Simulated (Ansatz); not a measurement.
# Os (P6_3/mmc) in Ansatz: notebook, part 2 of 2

Ansatz 0.2.0. The steps go on from the part before.

### 3 Band structure, LDA, spin-orbit coupling, no magnetisation

input.yaml

```yaml
crystal:
  lattice:
    - [2.7341, 0.0, 0.0]
    - [-1.36705, 2.3678000565, 0.0]
    - [0.0, 0.0, 4.3197]
  atoms:
    - { symbol: Os, position: [0.6666666667, 0.3333333333, 0.75] }
    - { symbol: Os, position: [0.3333333333, 0.6666666667, 0.25] }
kpoints:
  mp_grid: { grid: [8, 8, 5] }
  band_path:
    path:
      - [0.0, 0.0, 0.0]
      - [0.5, 0.0, 0.0]
      - [0.3333333333, 0.3333333333, 0.0]
      - [0.0, 0.0, 0.0]
      - [0.0, 0.0, 0.5]
      - [0.5, 0.0, 0.5]
      - [0.3333333333, 0.3333333333, 0.5]
      - [0.0, 0.0, 0.5]
    npoints: 6
scf:
  occupations: { method: fermi_dirac, width: 0.05 }
hamiltonian:
  xc: lda
  pseudopotentials: { kind: all_electron, lapw: { basis_error: 0.001 } }
magnetization:
  noncollinear: true
  spin_orbit: true
output:
  forces: true
  stress: true
  eigenvalues: true
```

Potentials or basis: all-electron LAPW, relativistic spinors.

Run with:

```
$ ansatz run input.yaml --threads 1 --pin off --max-ram 3072MiB --backend cpu --events-out ev --progress --plain --runs-dir out
```

Standard output:

```text
Warning: RAYON_NUM_THREADS=1 ignored (pool sized by the plan → 1); use --threads N
[... 65 lines left out ...]
  k-point 29: bands = ["-489.4136", "-489.4136", "-489.4136", "-489.4136", "-410.8468", "-410.8468", "-410.8468", "-410.8468", "-410.8405", "-410.8405", "-410.8405", "-410.8405", "-243.1292", "-243.1292", "-243.1292", "-243.1292", "-243.1228", "-243.1228", "-243.1228", "-243.1228", "-228.5755", "-228.5755", "-228.5755", "-228.5755", "-228.5684", "-228.5684", "-228.5684", "-228.5684", "-228.5663", "-228.5663", "-228.5663", "-228.5663", "-53.9258", "-53.9258", "-53.9208", "-53.9208", "-22.5129", "-22.5129", "-22.5006", "-22.5006", "-16.0547", "-16.0547", "-16.0546", "-16.0546", "-16.0461", "-16.0461", "-16.0458", "-16.0458", "-16.0442", "-16.0442", "-16.0441", "-16.0441", "-13.2462", "-13.2462", "-13.2457", "-13.2457", "-13.2427", "-13.2427", "-13.2421", "-13.2421", "-13.2368", "-13.2368", "-13.2366", "-13.2366", "-13.2324", "-13.2324", "-13.2319", "-13.2319", "-10.6327", "-10.6327", "-10.3983", "-10.3983", "-10.1680", "-10.1680", "-9.9300", "-9.9300", "25.9592", "25.9592", "26.4827", "26.4827", "27.3884", "27.3884", "27.5778", "27.5778", "28.6739", "28.6739", "29.2492", "29.2492", "30.9128", "30.9128", "31.7476", "31.7476", "34.0264", "34.0264", "34.4090", "34.4090", "39.1467", "39.1467", "39.4049", "39.4049", "41.8644", "41.8644", "42.4400", "42.4400", "43.8726", "43.8726", "45.7088", "45.7088", "50.4682", "50.4682", "50.7992", "50.7992"]
```

Run time: 5.1 min. Hardware: 1 thread of Arm Neoverse V1, shared host; peak memory 0.76 GiB.

What came out:

```yaml
Free_energy: -939840.8950 eV
Pressure: -9.0 GPa
Band_gap_along_the_path: none (metal or under the smearing width)
```

Levels at the corners of the path, in eV from the Fermi level:
| point | band 90 | band 91 | band 92 | band 93 | band 94 | band 95 |
| --- | --- | --- | --- | --- | --- | --- |
| Γ | -1.69 | -1.45 | -1.45 | -1.08 | -1.08 | 0.05 |
| M | -1.71 | 2.21 | 2.21 | 2.51 | 2.51 | 3.06 |
| K | -1.17 | 1.39 | 1.39 | 1.87 | 1.87 | 2.22 |
| Γ | -1.69 | -1.45 | -1.45 | -1.08 | -1.08 | 0.05 |
| A | -2.79 | -2.79 | -2.79 | 0.97 | 0.97 | 0.97 |
| L | -0.06 | -0.06 | -0.06 | 2.49 | 2.49 | 2.49 |
| H | -1.56 | -0.91 | -0.91 | 1.70 | 1.70 | 1.83 |
| A | -2.79 | -2.79 | -2.79 | 0.97 | 0.97 | 0.97 |

Caveat: the k mesh is thin for a metal, which can move the energy by tens of meV per atom.

### 4 Elastic constants, LDA

input.yaml

```yaml
crystal:
  lattice:
    - [2.7341, 0.0, 0.0]
    - [-1.36705, 2.3678000565, 0.0]
    - [0.0, 0.0, 4.3197]
  atoms:
    - { symbol: Os, position: [0.6666666667, 0.3333333333, 0.75] }
    - { symbol: Os, position: [0.3333333333, 0.6666666667, 0.25] }
kpoints:
  mp_grid: { grid: [8, 8, 5] }
scf:
  occupations: { method: fermi_dirac, width: 0.05 }
hamiltonian:
  xc: lda
  pseudopotentials: { kind: all_electron, lapw: { basis_error: 0.001 } }
output:
  forces: true
  stress: true
elastic:
  mode: clamped_ion
  stencil: two_point
```

Potentials or basis: all-electron LAPW, scalar-relativistic.

Run with:

```
$ ansatz run input.yaml --threads 1 --pin off --max-ram 3072MiB --backend cpu --events-out ev --progress --plain --runs-dir out
```

Standard output:

```text
Warning: RAYON_NUM_THREADS=1 ignored (pool sized by the plan → 1); use --threads N
LAPW: plane waves up to 9.146 Å⁻¹, error target 1.0e-3 eV per atom; small_component_spin mean_spin; Os in spheres of 1.297 Å, 46 of its electrons in bands, Dirac shells [] (how accurate: hamiltonian.pseudopotentials.lapw.basis_error, Limitations)
Engine: ansatz 0.2.0, aarch64-unknown-linux-gnu
[... 1 set-up line as earlier in the session ...]
Pseudopotential: Os, LAPW, valence charge 46, lapw/all_electron/scalar/gaussian/Os, Koelling and Harmon's equation, gaussian nucleus
Functional definition: SPW92
  exchange = slater_x
  correlation = pw_c
Crystal: 2 atoms, lattice volume = 27.965 Å³
Basis set: ecut = 318.7234719346122 eV, 373 PW (Γ), exchange–correlation at level 2
Bands: 56, of which v1, the nominal top of the filled ones, is band 46 counted from 1 (45 counted from 0)
[... 1 set-up line as earlier in the session ...]
Space group: P63/mmc (ITA 194), of the structure as read, at distance tolerance 3.0e-5 Å
k-points: 30 of 320
Non-local potential: Os, projectors of the file, none
Initial density: superposition of atomic densities (chi_scale 0.1, normalization cell)
Initial wavefunctions: plane waves of lowest kinetic energy (no species holds an atomic orbital)
Functional: x = slater, c = lda
iter 1 solved again at ethr=1.51e-4 eV; its pass at ethr=1.00e-1 eV (dr2=1.39e-1 eV) is discarded
SCF iter   1: F=—  HF=-938320.471540 eV  |F-HF|=—  |Δ(HF+E_count)|=         —  Δρ=3.26e-2  dr2=1.39e-1  ethr=1.51e-4  ⟨swp⟩=3.0  Hψ=10292  notcnv=0
preconditioner: auto → Resta (q_TF=auto, 3.327 Å⁻¹)  ε∞=2.4  [insulator: Δε(μ)=0.514 eV  Ē_g=43.844 eV  σ=0.050 eV  W_gap=0.68  n_scr=22 (ndim 8)  ℏωp=52.5 eV  f_vac=0.000  D(μ)=0.93/eV (n_scr^D=2)  ε∞_Penn≈2.4]
[... 121 lines left out ...]
  k-point 2: bands = ["-432.6526", "-432.6526", "-432.6428", "-432.6428", "-432.6428", "-432.6428", "-234.7574", "-234.7574", "-234.7471", "-234.7471", "-234.7471", "-234.7471", "-234.7436", "-234.7436", "-234.7436", "-234.7436", "-54.2014", "-54.1654", "-14.7749", "-14.7714", "-14.7699", "-14.7699", "-14.7669", "-14.7669", "-14.7624", "-14.7618", "-14.7534", "-14.7534", "-14.7518", "-14.7518", "-14.7453", "-14.7449", "-13.8241", "-13.4616", "-13.2025", "-13.2025", "-13.1477", "-13.1477", "23.2076", "24.3867", "28.8244", "29.0186", "29.0186", "29.1834", "29.3322", "29.3322", "32.7093", "32.7093", "33.7392", "33.7392", "45.0611", "46.1073", "47.6394", "51.2355", "51.2746", "51.2746"]
  k-point 29: bands = ["-432.6526", "-432.6526", "-432.6428", "-432.6428", "-432.6428", "-432.6428", "-234.7574", "-234.7574", "-234.7471", "-234.7471", "-234.7471", "-234.7471", "-234.7436", "-234.7436", "-234.7436", "-234.7436", "-54.1217", "-54.1167", "-14.7705", "-14.7693", "-14.7690", "-14.7688", "-14.7680", "-14.7661", "-14.7615", "-14.7606", "-14.7567", "-14.7558", "-14.7548", "-14.7530", "-14.7514", "-14.7513", "-13.9992", "-13.9645", "-13.6985", "-13.5930", "-13.2840", "-13.2453", "25.9853", "26.4947", "27.4485", "27.6035", "28.7338", "29.3189", "30.9836", "31.6081", "33.9852", "34.3676", "39.1748", "39.4769", "41.8457", "42.4553", "43.8999", "45.7582", "50.4706", "50.7940"]
--- Elastic constants: 3 strain directions × 2 members + reference (group order 24) ---
  dense FFT box of the reference and of every strained cell: 16×16×30
  strains applied: 11, 33, 23; error gains: componentwise 1.00 (the most a stress slope's error grows in a printed constant), spectral 1.41 (1 for all six strains in a standard setting)
  C = ∂σ_k/∂η_j (tension-positive GPa; Voigt order 11 22 33 23 13 12):
       761.832    207.820    216.830      0.000     -0.000     -0.000
       207.820    761.832    216.830      0.000     -0.000     -0.000
       216.416    216.416    838.700     -0.000      0.000      0.000
         0.000      0.000      0.000    285.569     -0.000      0.000
         0.000      0.000      0.000     -0.000    285.569      0.000
         0.000     -0.000      0.000      0.000      0.000    277.006
  reference stress σ⁰ (GPa):      9.105      9.105      9.565      0.000      0.000     -0.000
  no Pulay correction (none for the plane-wave cutoff is built on LAPW): the batch's stresses and constants are at fixed plane waves
  C* (energy form; C + prestress term) asymmetry max|C*_kj − C*_jk| = 4.636e-2 GPa — a small one proves nothing (zero by symmetry where the batch's group is 432, −43m or m−3m); a large one is finite-difference/SCF noise where every solve meets its electron count
  moduli (Voigt/Reuss/Hill, GPa): K = 404.94/404.03/404.49   G = 284.38/284.07/284.23   E = 690.86   ν = 0.215
  mechanically stable: yes (min eigenvalue of sym C = 277.01 GPa)
  where every solve meets its electron count the energy-path curvature estimates C_jj along a normal strain and C_jj − ¼(σ⁰_aa + σ⁰_bb) along a shear (ab), closely only under elastic.basis: deformed
  strain η (Voigt 11):  stress-route row diagonal C_11 = 761.83 GPa, energy-path curvature d²(F+E_count)/dδ²/Ω₀ = 761.78 GPa
         δ    σ_11 (GPa)             F (eV)   n_scf  n_hpsi   n_pw
    -2.000e-3       7.5704     -938320.1271781       8  107240    373
     2.000e-3      10.6177     -938320.1208238       8  107365    373
  strain η (Voigt 33):  stress-route row diagonal C_33 = 838.70 GPa, energy-path curvature d²(F+E_count)/dδ²/Ω₀ = 838.58 GPa
         δ    σ_33 (GPa)             F (eV)   n_scf  n_hpsi   n_pw
    -2.000e-3       7.8766     -938320.1273119       8   51007    373
     2.000e-3      11.2314     -938320.1206364       8   50953    373
  strain η (Voigt 23):  stress-route row diagonal C_44 = 285.57 GPa, energy-path curvature d²(F+E_count)/dδ²/Ω₀ = 280.91 GPa
         δ    σ_23 (GPa)             F (eV)   n_scf  n_hpsi   n_pw
    -2.000e-3      -0.5711     -938320.1241688       7  144672    373
     2.000e-3       0.5711     -938320.1241688       7  144799    373
```

Wall time 3.6 min (1 thread of Arm Neoverse V1, shared host); peak memory 0.57 GiB.

Results:

| Item | Value |
| --- | --- |
| Free energy | -938320.1243 eV |
| Pressure | -9.3 GPa |
| Band gap on the k mesh | none (metal or under the smearing width) |
| Voigt bulk modulus | 405 GPa |

Stress tensor (GPa, compression positive):
```
-9.11  0.00  0.00
 0.00 -9.11  0.00
 0.00  0.00 -9.57
```

Elastic tensor in Voigt notation (GPa, ions clamped, in the Cartesian axes of the cell as first typed):
```
762 208 217   0   0   0
208 762 217   0   0   0
216 216 839   0   0   0
  0   0   0 286   0   0
  0   0   0   0 286   0
  0   0   0   0   0 277
```

Caveat: the k mesh is thin for a metal, which can move the energy by tens of meV per atom; a metal's response needs a denser mesh; the cell is more than 3 GPa from zero pressure, which shifts response properties; elastic constants of metals need much finer meshes, so these are rough.

### 5 Overview

| task | level | potentials or basis | spin | cell | k mesh | cutoff (eV) | smearing | basis error allowed | gap on the mesh (eV) | pressure (GPa) |
| --- | --- | --- | --- | --- | --- | --- | --- | --- | --- | --- |
| electric field gradients | PBE+D4 | all-electron PAW datasets made for the crystal | off | volume scaled by 1.25 | 11 × 11 × 6 | 300 | fermi-dirac 0.02 eV | - | none | -53.9 |
| band structure | LDA | all-electron LAPW, relativistic spinors | SOC, no magnetisation | as given | 8 × 8 × 5 | 295 | fermi-dirac 0.05 eV | 0.001 eV/atom | - | -9.0 |
| elastic constants | LDA | all-electron LAPW, scalar-relativistic | off | as given | 8 × 8 × 5 | 319 | fermi-dirac 0.05 eV | 0.001 eV/atom | none | -9.3 |

Caveats: the k mesh is thin for a metal, which can move the energy by tens of meV per atom (some runs); the cell as given lies far from equilibrium (some runs); so large a pressure means that the cell lies far from this level's equilibrium, or that cutoff or potentials fall short (some runs); pairwise dispersion overbinds metals, which lowers pressure and volume (some runs); a metal's response needs a denser mesh (some runs); the cell is more than 3 GPa from zero pressure, which shifts response properties (some runs); elastic constants of metals need much finer meshes, so these are rough (some runs).

Compare energies only between runs with the same functional and basis.
